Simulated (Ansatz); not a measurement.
Input and command of a calculation in Ansatz (plane waves; scalar-relativistic PAW potentials unless the input names others):

```yaml
crystal:
  lattice:
    - [0.0, 2.5528870611, 2.5528870611]
    - [2.5528870611, 0.0, 2.5528870611]
    - [2.5528870611, 2.5528870611, 0.0]
  atoms:
    - { symbol: Ag, position: [0.5, 0.5, 0.5] }
    - { symbol: Cl, position: [0.0, 0.0, 0.0] }
basis:
  ecutwfc: 420
kpoints:
  mp_grid: { grid: [10, 10, 10] }
hamiltonian:
  xc: pbe
  hubbard: { sites: [{ species: Cl, l: f, u_eff: 4.0 }] }
scf:
  occupations: { method: fixed }
  max_iter: 60
output:
  forces: true
  eigenvalues: true
  stress: true
relax:
  adjacent_minimum: "off"
  f_tol: 0.001
  max_steps: 60
  cell: { stress_tol: 0.02, p_target: 25.0 }
```

```bash
ansatz run input.yaml --threads 1 --pin off --max-ram 1228MiB --backend cpu --events-out ev --progress --plain --runs-dir out
```

**Question.** Will this input run?

**Answer.** The program refuses it, because of a U on a shell that isn't there (hamiltonian.hubbard: not typed → {"sites": [{"species": "Cl", "l": "f", "u_eff": 4.0}]}). Without that key it is accepted.

Abridged log:
```
Error: inconsistent input (hamiltonian.hubbard.sites[].l, hamiltonian.hubbard.sites[].shell): the file of Cl doesn't list 4f, and it can't be added: PBE doesn't bind the shell 4f of the free atom, whose level lies at +1.14 eV. Type an atom or ion with it (hamiltonian.pseudopotentials.projection_atoms), take another file or name another shell
```